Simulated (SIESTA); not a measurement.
Se:

```
CELL_PARAMETERS angstrom
4.36620 0.00000 0.00000
-2.18310 3.78124 0.00000
0.00000 0.00000 4.95360
ATOMIC_POSITIONS crystal
Se 0.77460 0.77460 0.00000
Se 0.00000 0.22540 0.66667
Se 0.22540 0.00000 0.33333
```

Base run:

- Program: SIESTA 5.4.2
- Functional: PBEsol
- Potentials or basis: PseudoDojo 0.4 standard (PBEsol files)
- Basis: DZ (energy shift 0.003 Ry; two zetas on semicore shells)
- Grid cutoff: 500 Ry
- Energy shift: 0.003 Ry
- k mesh: 7 × 7 × 6
- Occupations: fermi-dirac, width 0.05 eV
- Spin: no spin polarisation

Its results: band gap on the k mesh 0.99 eV, indirect (least direct gap 1.26 eV); pressure 4.8 GPa; largest force 1.809 eV/Å.

Question: After a change of settings the same cell gave: band gap on the k mesh 0.98 eV, indirect (least direct gap 1.26 eV); pressure 8.0 GPa; largest force 2.951 eV/Å. Which change was it?
A. basis from DZ (energy shift 0.003 Ry; two zetas on semicore shells) to TZP (energy shift 0.003 Ry; two zetas on semicore shells)
B. basis from DZ (energy shift 0.003 Ry; two zetas on semicore shells) to SZP (energy shift 0.003 Ry)
C. basis from DZ (energy shift 0.003 Ry; two zetas on semicore shells) to TZDP (energy shift 0.003 Ry; two zetas on semicore shells)
D. basis from DZ (energy shift 0.003 Ry; two zetas on semicore shells) to SZ (energy shift 0.003 Ry)

Answer: B.

Caveats: the mesh misses the band edges, which the band path finds closer together; the basis of atomic orbitals isn't converged, which shifts pressures, moduli and gaps; forces of over 1 eV/Å show positions far from the minimum, so gaps and moduli don't describe the material at rest; the basis has no polarisation orbitals (some runs).
